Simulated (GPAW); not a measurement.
# Core-hole calculation of the As K edge in BAs (F-43m), part 4 of 4

Aim: the dependence of the As K near-edge features of BAs (F-43m) on volume.

GPAW 26.7.0; X-ray absorption from dipole matrix elements to empty bands, plane-wave PAW PBE.

So far. Step 8 (Spectrum with FCH, As atom 1): Against the first run the r.m.s. difference is 8 %. The highest intensity below 24 eV goes from 3.6 eV (1.70) to 3.8 eV (1.65). Step 10 (Spectrum with FCH, As atom 1): The scaled spectrum changes by 8 % r.m.s. The highest intensity below 24 eV goes from 3.6 eV (1.70) to 3.4 eV (1.76).

## Step 12: Spectrum with FCH, As atom 1

Shorter bonds are expected to push antibonding states and scattering resonances up, and longer ones down; the cell is scaled to test that.

Changed against the first core-hole run: volume scale from 1 to 1.06.

xas.py

```python
import numpy as np
from ase import Atoms
from ase.parallel import parprint, paropen
from gpaw import GPAW, PW, FermiDirac, Mixer, MixerDif, setup_paths
from gpaw.test import gen
setup_paths.insert(0, '.')
gen('As', name='fch1s', xcname='PBE', corehole=(1, 0, 1), write_xml=True)
from gpaw.mpi import world
world.barrier()

atoms = Atoms('As6B6',
    cell=[[-2.43534523, -2.43534523, -4.87069045],
     [-2.43534523, -2.43534523, 4.87069045],
     [-2.43534523, 4.87069045, 2.43534523]],
    scaled_positions=[[0.875, 0.625, 0],
     [0.54166667, 0.625, 0.33333333],
     [0.375, 0.125, 0],
     [0.20833333, 0.625, 0.66666667],
     [0.04166667, 0.125, 0.33333333],
     [0.70833333, 0.125, 0.66666667],
     [0, 0, 0],
     [0.66666667, 0, 0.33333333],
     [0.5, 0.5, 0],
     [0.33333333, 0, 0.66666667],
     [0.16666667, 0.5, 0.33333333],
     [0.83333333, 0.5, 0.66666667]],
    pbc=True)
atoms.calc = calc = GPAW(legacy_gpaw=True, mode=PW(430, force_complex_dtype=True), xc='PBE', setups={0: 'fch1s'},
    kpts={'size': (4, 3, 4), 'gamma': True}, occupations=FermiDirac(0.02),
    charge=0, mixer=Mixer(0.1, 5, 50), maxiter=150,
    convergence={'density': 0.0001, 'eigenstates': 1e-6}, txt='scf.txt')
energy = atoms.get_potential_energy() + calc.get_reference_energy()
ef = calc.get_fermi_level()
out = dict(energy=energy, fermi=ef, forces=atoms.get_forces().tolist())
parprint(f'all-electron energy {energy:.4f} eV, Fermi level {ef:.4f} eV')
ev = np.array([[calc.get_eigenvalues(k, s) for k in range(len(calc.get_ibz_k_points()))] for s in range(calc.get_number_of_spins())])
out['homo'], out['lumo'], out['counts'] = ev[ev < ef].max(), ev[ev > ef].min(), sorted(set((ev < ef).sum((0, 2)).tolist()))
out['filled'] = (ev[:, 0] < ef).sum(1).tolist()

from ase.units import Ha
from gpaw.xas import dipole_matrix_elements
nb = int(calc.get_number_of_electrons() / 2) + 106
top, nb = nb, nb + 8 + nb // 12
nscf = calc.fixed_density(kpts={'size': (5, 5, 5), 'gamma': True}, nbands=nb,
    convergence={'bands': top, 'eigenstates': 5e-3}, maxiter=60, txt='nscf.txt')
cell = atoms.cell.array
ops = [cell.T @ U.T @ np.linalg.inv(cell.T) for U in nscf.wfs.kd.symmetry.op_scc]
filled = [24]  # bands filled in the ground state, by spin
E = np.arange(-6, 34, 0.1)
fwhm = np.interp(E, [4, 25], [2.14, 3.5])
Y, X, zero, highest = 0, 0, 1e9, 1e9
for spin in range(nscf.get_number_of_spins()):
    wfs = nscf.wfs
    mine = wfs.bd.get_slice()  # this rank's bands
    A = dipole_matrix_elements(wfs.setups[0])
    eps = np.zeros((wfs.kd.nibzkpts, nb))
    d = np.zeros((3, A.shape[1], wfs.kd.nibzkpts, nb), complex)
    for kpt in wfs.kpt_u:
        if kpt.s == spin and 0 in kpt.P_ani:
            eps[kpt.k, mine] = kpt.eps_n * Ha
            d[:, :, kpt.k, mine] = (kpt.weight * wfs.nspins / 2) ** 0.5 * np.inner(A, kpt.P_ani[0])
    world.sum(eps)
    world.sum(d)
    T = np.einsum('amkn,bmkn->abkn', d, d.conj()).real
    T = sum(np.einsum('ai,ijkn,bj->abkn', R, T, R) for R in ops) / len(ops)
    empty = np.ones_like(eps, bool) & (np.arange(nb) >= filled[spin])
    zero, highest = min(zero, eps[empty].min()), min(highest, eps[:, top - 1].min())
    lines = [(eps, T, empty)] if spin == 0 else lines + [(eps, T, empty)]
for eps, T, empty in lines:
    f = np.einsum('aakn->akn', T).reshape(3, -1)
    x = eps.ravel() - zero
    w = np.interp(x, E, fwhm) / 2.35482
    g = np.exp(-0.5 * ((E[:, None] - x) / w) ** 2) / (w * (2 * np.pi) ** 0.5)
    Y = Y + (f * empty.ravel()) @ g.T
    X = X + (f * ~empty.ravel()) @ g.T
out.update(E=E.round(2).tolist(), xas=Y.tolist(), xes=X.tolist(), zero=zero, valid=highest - zero, nk=len(eps), nb=nb)
for i in range(0, len(E), 10):
    parprint(f'{E[i]:7.2f}', *(f'{v:10.3e}' for v in Y[:, i]))
import json
with paropen('out.json', 'w') as f:
    json.dump(out, f)
```

Run with:

```console
$ OMP_NUM_THREADS=1 mpirun -n 4 gpaw python xas.py
```

Numbers of over 12 decimals in the logs are rounded to 6 here.

Output:

```text
Input parameters:
  convergence: {density: 0.0001,
                eigenstates: 1e-06}
  kpts: {gamma: True,
         size: (4, 3, 4)}
  maxiter: 150
  mixer: {backend: pulay,
          beta: 0.1,
          method: separate,
          nmaxold: 5,
          weight: 50}
  mode: {ecut: 430.0,
         force_complex_dtype: True,
         name: pw}
  occupations: {fixmagmom: False,
                name: fermi-dirac,
[...]
*p    :     0.432165
*d    :     0.000000
--------------------------------

Diagonalizing with gridspacing h=0.050

state   all-electron     PAW
-------------------------------
4s:      -0.971867    -0.972276
4p:      -0.567835    -0.568225
*d:                   -0.128592
*f:                   -0.019690
-------------------------------
all-electron energy -361208.1047 eV, Fermi level 7.6464 eV
[...]
32.00  7.727e-08  7.724e-08  7.728e-08
  33.00  7.650e-08  7.657e-08  7.633e-08
[key lines of the parts left out:]
Converged after 17 iterations.
Dipole moment: (6.698926, 6.698922, -10.284892) |e|*Ang
Free energy:    -84.929962
Fermi level: 7.64643
```

It took 2.2 min on 4 MPI ranks of Arm Neoverse V2, shared host; peak memory 0.48 GiB.

| E (eV) | first run | this run |
| --- | --- | --- |
| -2.0 | 0.00 | 0.00 |
| -1.0 | 0.04 | 0.05 |
| 0.0 | 0.24 | 0.29 |
| 1.0 | 0.70 | 0.83 |
| 2.0 | 1.23 | 1.42 |
| 3.0 | 1.63 | 1.78 |
| 4.0 | 1.66 | 1.70 |
| 5.0 | 1.38 | 1.37 |
| 6.0 | 1.17 | 1.18 |
| 7.0 | 1.08 | 1.06 |
| 8.0 | 0.94 | 0.85 |
| 9.0 | 0.77 | 0.69 |
| 10.0 | 0.69 | 0.69 |
| 11.0 | 0.72 | 0.82 |
| 12.0 | 0.86 | 1.10 |
| 13.0 | 1.17 | 1.43 |
| 14.0 | 1.49 | 1.47 |
| 15.0 | 1.46 | 1.09 |
| 16.0 | 1.05 | 0.66 |
| 17.0 | 0.64 | 0.46 |
| 18.0 | 0.46 | 0.41 |
| 19.0 | 0.42 | 0.42 |
| 20.0 | 0.44 | 0.48 |
| 21.0 | 0.49 | 0.54 |
| 22.0 | 0.55 | 0.59 |
| 23.0 | 0.59 | 0.61 |
| 24.0 | 0.60 | 0.61 |
| 25.0 | 0.60 | 0.62 |
| 26.0 | 0.60 | 0.61 |
| 27.0 | 0.60 | 0.60 |
| 28.0 | 0.59 | 0.60 |

Against the first run the r.m.s. difference is 15 %. A shift of -0.4 eV leaves 9 %. The highest intensity below 24 eV goes from 3.6 eV (1.70) to 3.4 eV (1.81).

The photon energy of the zero moves by -0.00 eV.

## Step 13: The volumes side by side

| volume | nearest distance (Å) | shift of the zero (eV) | maximum 1 (eV above own zero) | maximum 2 (eV above own zero) |
| --- | --- | --- | --- | --- |
| 0.94 | 2.026 | -0.00 | 3.8 | 15.4 |
| 0.97 | 2.048 | +0.00 | 3.8 | 15.0 |
| 1 | 2.069 | +0.00 | 3.6 | 14.4 |
| 1.03 | 2.089 | -0.00 | 3.4 | 14.0 |
| 1.06 | 2.109 | -0.00 | 3.4 | 13.6 |

The curves, each shifted by its zero's change so that they share one photon-energy axis, counted from the zero at V × 1:

| E (eV) | V × 0.94 | V × 0.97 | V × 1 | V × 1.03 | V × 1.06 |
| --- | --- | --- | --- | --- | --- |
| -2.0 | 0.00 | 0.00 | 0.00 | 0.00 | 0.00 |
| -1.0 | 0.03 | 0.04 | 0.04 | 0.04 | 0.05 |
| 0.0 | 0.19 | 0.21 | 0.24 | 0.26 | 0.29 |
| 1.0 | 0.58 | 0.64 | 0.70 | 0.76 | 0.84 |
| 2.0 | 1.06 | 1.14 | 1.23 | 1.32 | 1.42 |
| 3.0 | 1.46 | 1.54 | 1.63 | 1.71 | 1.78 |
| 4.0 | 1.59 | 1.63 | 1.66 | 1.69 | 1.70 |
| 5.0 | 1.38 | 1.38 | 1.38 | 1.38 | 1.37 |
| 6.0 | 1.15 | 1.16 | 1.17 | 1.17 | 1.18 |
| 7.0 | 1.06 | 1.07 | 1.08 | 1.08 | 1.06 |
| 8.0 | 0.99 | 0.97 | 0.94 | 0.90 | 0.85 |
| 9.0 | 0.85 | 0.81 | 0.77 | 0.73 | 0.69 |
| 10.0 | 0.74 | 0.71 | 0.69 | 0.69 | 0.69 |
| 11.0 | 0.70 | 0.70 | 0.72 | 0.76 | 0.82 |
| 12.0 | 0.72 | 0.78 | 0.86 | 0.98 | 1.11 |
| 13.0 | 0.88 | 1.01 | 1.17 | 1.32 | 1.44 |
| 14.0 | 1.20 | 1.37 | 1.49 | 1.52 | 1.47 |
| 15.0 | 1.52 | 1.55 | 1.46 | 1.30 | 1.09 |
| 16.0 | 1.48 | 1.28 | 1.05 | 0.83 | 0.66 |
| 17.0 | 1.06 | 0.82 | 0.64 | 0.53 | 0.46 |
| 18.0 | 0.65 | 0.53 | 0.46 | 0.43 | 0.41 |
| 19.0 | 0.47 | 0.43 | 0.42 | 0.41 | 0.42 |
| 20.0 | 0.43 | 0.43 | 0.44 | 0.45 | 0.48 |
| 21.0 | 0.46 | 0.47 | 0.49 | 0.52 | 0.54 |
| 22.0 | 0.51 | 0.53 | 0.55 | 0.57 | 0.59 |
| 23.0 | 0.55 | 0.57 | 0.59 | 0.60 | 0.61 |
| 24.0 | 0.59 | 0.60 | 0.60 | 0.61 | 0.61 |
| 25.0 | 0.60 | 0.60 | 0.60 | 0.61 | 0.62 |
| 26.0 | 0.60 | 0.60 | 0.60 | 0.61 | 0.61 |
| 27.0 | 0.60 | 0.60 | 0.60 | 0.60 | 0.60 |
| 28.0 | 0.59 | 0.59 | 0.59 | 0.59 | 0.60 |

## Step 14: Results

- absorber and edge: As K, atom 1 of the ground-state input (counted from 1)
- surroundings: 4 B at 2.07 Å (tetrahedral, site symmetry -43m)
- highest intensity below 24 eV: 3.6 eV above the zero, height 1.70

From V × 0.94 to V × 1.06 the nearest distance grows by 0.083 Å and the zero moves by -0.00 eV. Above their own zero, the maxima move from 3.8 to 3.4 eV and from 15.4 to 13.6 eV. The one highest in energy moves most, in the direction that the rule ΔE·R² ≈ constant for scattering resonances gives. The As K edge of atom 1, with 4 B at 2.07 Å (tetrahedral, site symmetry -43m), has its highest intensity of the first 24 eV at 3.6 eV above the zero, 1.7 times the mean level of the first 20 eV (Gaussian full width 2.14 eV up to 4 eV, rising linearly to 3.5 eV at 25 eV). The script folds with a Gaussian, whereas the core hole's own line is a Lorentzian, so the onset is too steep and the first peak too high. The holes are only 5.9 Å apart, so the shape is probably not converged with cell size; no larger cell was run here. The structure is a published determination, not relaxed.

[Banner, clock and machine lines of the logs are left out without a mark of their own.]

[Logs are printed without paths, hosts, clocks, repeated set-up lines and the standing remarks that a program may print on its own settings, such as how far it seeks lower states.]

[Hosts, paths, dates, database ids (printed as entryN), source tags and the programs' standing remarks are cut or masked in the printed files.]

[Lists of maxima count a maximum above −3 eV only where it reaches 4 % of the highest in the window and stands out from its surroundings by 2 % of it (1.5 % where it reaches 55 %); shoulders and weaker maxima are passed over, and of the rest the first, up to two pre-edge ones and the few strongest are named.]
